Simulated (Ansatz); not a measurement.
**BP: band gap under strain**

Aim: follow the gap of zincblende BP through these states: +2.0 % biaxial strain in the (111) plane, free along [111]; +3.0 % biaxial strain in the (111) plane, free along [111]; +4.0 % biaxial strain in the (111) plane, free along [111]. The table at the end shows which levels were run.

The runs shown are made with Ansatz 0.2.0. PAW datasets, plane waves. The values are computed, spin-unpolarised, and not measurements.

**1. Starting point**

The unstrained cell was relaxed with r2SCAN; in each strained cell the atoms were relaxed again with r2SCAN. Names of k-points are those of the unstrained zone, where strain can split equivalent points. First state: +2.0 % biaxial strain in the (111) plane, free along [111].

Space group R3m (No. 160), trigonal; conventional cell a = 3.272 Å, c = 7.832 Å, 12.10 Å³ an atom. Near B stand 4 P at 1.97–2.00 Å; near P stand 4 B at 1.97–2.00 Å.

Coordinates:

```cif
data_structure
_symmetry_space_group_name_H-M 'R3m:H'
_symmetry_Int_Tables_number 160
_cell_length_a 3.2720
_cell_length_b 3.2720
_cell_length_c 7.8319
_cell_angle_alpha 90.000
_cell_angle_beta 90.000
_cell_angle_gamma 120.000
_cell_volume 72.62
loop_
_atom_site_label
_atom_site_type_symbol
_atom_site_symmetry_multiplicity
_atom_site_Wyckoff_symbol
_atom_site_fract_x
_atom_site_fract_y
_atom_site_fract_z
_atom_site_occupancy
B1 B 3 a 0.33333 0.66667 0.66613 1
P1 P 3 a 0.33333 0.66667 0.91720 1
```

From earlier runs on the unstrained cell: PBE 1.24 eV, r2SCAN 1.45 eV, HSE06 1.96 eV, G0W0 1.99 eV (on its mesh); a = 4.537 Å.

**2. +2.0 % biaxial strain in the (111) plane, free along [111]: PBE**

File input.yaml:

```yaml
crystal:
  lattice:
    - [-0.0352077424, 2.2784742399, 2.2784742399]
    - [2.2784742399, -0.0352077424, 2.2784742399]
    - [2.2784742399, 2.2784742399, -0.0352077424]
  atoms:
    - { symbol: B, position: [-0.0005382679, -0.0005382679, -0.0005382679] }
    - { symbol: P, position: [0.2505382679, 0.2505382679, 0.2505382679] }
kpoints:
  mp_grid: { grid: [10, 10, 10] }
  band_path:
    path:
      - [0.0, 0.0, 0.0]
      - [-0.5, -0.5, 0.0]
      - [-0.375, -0.375, 0.25]
      - [-0.375, 0.0, 0.375]
      - [0.0, 0.0, 0.5]
      - [-0.5, -0.25, 0.25]
      - [0.001302, 0.416667, 0.416667]
    npoints: 1
hamiltonian:
  xc: pbe
scf:
  occupations: { method: fermi_dirac, width: 0.02 }
  n_extra_bands: 4
output:
  forces: true
  stress: true
  eigenvalues: true
```

On the command line:

```sh
$ ansatz run input.yaml --threads 2 --pin off --max-ram 29491MiB --backend cpu --events-out ev --progress --plain --runs-dir out
```

Further steps of the session: +2.0 % biaxial strain in the (111) plane, free along [111]: r2SCAN; +2.0 % biaxial strain in the (111) plane, free along [111]: HSE06; +2.0 % biaxial strain in the (111) plane, free along [111]: r2SCAN; +2.0 % biaxial strain in the (111) plane, free along [111]: G0W0@PBE; +3.0 % biaxial strain in the (111) plane, free along [111]: PBE; +3.0 % biaxial strain in the (111) plane, free along [111]: r2SCAN; +3.0 % biaxial strain in the (111) plane, free along [111]: HSE06; +3.0 % biaxial strain in the (111) plane, free along [111]: r2SCAN; +3.0 % biaxial strain in the (111) plane, free along [111]: G0W0@PBE; +4.0 % biaxial strain in the (111) plane, free along [111]: PBE; +4.0 % biaxial strain in the (111) plane, free along [111]: r2SCAN; +4.0 % biaxial strain in the (111) plane, free along [111]: HSE06; +4.0 % biaxial strain in the (111) plane, free along [111]: r2SCAN; +4.0 % biaxial strain in the (111) plane, free along [111]: G0W0@PBE.

What does the calculation give?

The runs gave:

Least gap in eV (negative: overlap), with the change from the unstrained cell in brackets. G0W0 is on its own coarse mesh.

```
                                                     state  volume change (%)           PBE        r2SCAN         HSE06          G0W0
+2.0 % biaxial strain in the (111) plane, free along [111]               +3.7  1.17 (-0.07)  1.37 (-0.08)  1.89 (-0.07)  1.89 (-0.10)
+3.0 % biaxial strain in the (111) plane, free along [111]               +5.6  1.14 (-0.10)  1.34 (-0.11)  1.86 (-0.10)  1.83 (-0.16)
+4.0 % biaxial strain in the (111) plane, free along [111]               +7.5  1.11 (-0.13)  1.29 (-0.16)  1.83 (-0.13)  1.78 (-0.21)
```

**Reading.** The largest move of the HSE06 gap in the table is -0.132 eV, under +4.0 % biaxial strain in the (111) plane, free along [111]. PBE and HSE06 differ by 0.73 eV on the unstrained gap, and by at most 0.00 eV on its change: PBE follows the response to strain far better than the gap itself. The G0W0 figures hold for the stated bands, cutoff and mesh and aren't extrapolated.
